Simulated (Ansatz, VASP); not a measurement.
# One calculation of SrO, two programs

```
CELL_PARAMETERS angstrom
3.62443 0.00000 0.00000
-1.81222 3.13885 0.00000
0.00000 0.00000 6.37020
ATOMIC_POSITIONS crystal
Sr 0.00000 0.00000 0.00000
Sr 0.00000 0.00000 0.50000
O 0.33333 0.66667 0.25000
O 0.66667 0.33333 0.75000
```

Alike in both runs: task single point; functional PBE; k mesh 6 × 6 × 4; no spin polarisation.

|  | VASP | Ansatz |
| --- | --- | --- |
| version | VASP 6.6.1 | Ansatz 0.2.0 |
| potentials or method | VASP PAW PBE potentials, release 64 (Sr_sv, O) | plane waves, PAW |
| plane-wave cutoff (eV) | 520 | 420 |
| occupations | gaussian, width 0.01 eV | fixed |
| valence electrons in the cell | 32 | 32 |

Ansatz gave:

| Item | Value |
| --- | --- |
| gap on the k mesh at the Fermi level (eV) | 3.26 |
| pressure (GPa) | -2.2 |
| largest component of the traceless stress (GPa) | 0.16 |

Question: Estimate VASP's values.

Answer: gap on the k mesh at the Fermi level (eV): 3.23; pressure (GPa): -1.8; largest component of the traceless stress (GPa): 0.07.

A k mesh can miss the band edges.
